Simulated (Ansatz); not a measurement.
The cell is rocksalt KCl; cell and atoms were relaxed with r2SCAN. The symmetry is Fm-3m (No. 225, cubic); conventional cell a = 6.290 Å, 31.10 Å³ an atom. Around K lie 6 Cl at 3.14 Å; around Cl lie 6 K at 3.14 Å.

The questions ask for values computed with Ansatz 0.2.0 on this geometry. The values are computed, spin-unpolarised, and not measurements.

Q: Is there a gap with PBE, and of what kind?

A: The PBE gap is direct at Γ: 5.19 eV.

Q: Estimate the gap with r2SCAN on 8×8×8.

A: With r2SCAN the gap is 5.83 eV and direct, at Γ. The gap differs by +0.64 eV from PBE's.

Q: What does HSE06 give for the gap (6×6×6 mesh)?

A: With HSE06 the gap is 6.51 eV and direct, at Γ. The gap differs by +1.32 eV from PBE's.

Q: Estimate the gap with PBE0 on 6×6×6.

A: PBE0 gives a direct gap of 7.24 eV at Γ. The gap differs by +2.05 eV from PBE's.

Q: Roughly how does the cost of the HSE06 run (6×6×6) compare with r2SCAN's (8×8×8)?

A: About 14 times as much (70 core-seconds against 5 core-seconds, on 2 threads of Arm Neoverse V2, with other jobs on the host).

Q: How strongly does the crystal screen a field with clamped ions (r2SCAN)?

A: The clamped-ion dielectric constant comes out as 2.25 in all directions. Born charges, averaged over directions: K +1.11, Cl -1.11 e.

The meshes of the hybrids are coarse, so their gaps aren't converged to the digits shown.
